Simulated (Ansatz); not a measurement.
MgAl$_{2}$O$_{4}$ (spinel, Fd-3m), LDA in the plane-wave PAW code Ansatz: ε∞ = 3.08, cell volume 129.12 Å³. Infrared-active transverse modes:

| ω_TO (cm⁻¹) | oscillator strength S_xx (e²/amu) |
|---|---|
| 303.6 | 0.07862 |
| 486.8 | 2.504 |
| 579.7 | 0.03110 |
| 678.0 | 0.6902 |

Question: Compute the static dielectric constant.

Answer: Each mode adds (4.921e7/V) S/ω²: 0.33, 4.03, 0.04, 0.57. So ε0 = 8.03.

The LDA relaxation kept the symmetry of its start; phonons on a q-mesh show no instability.

Potentials: the later of the program's two PAW sets.
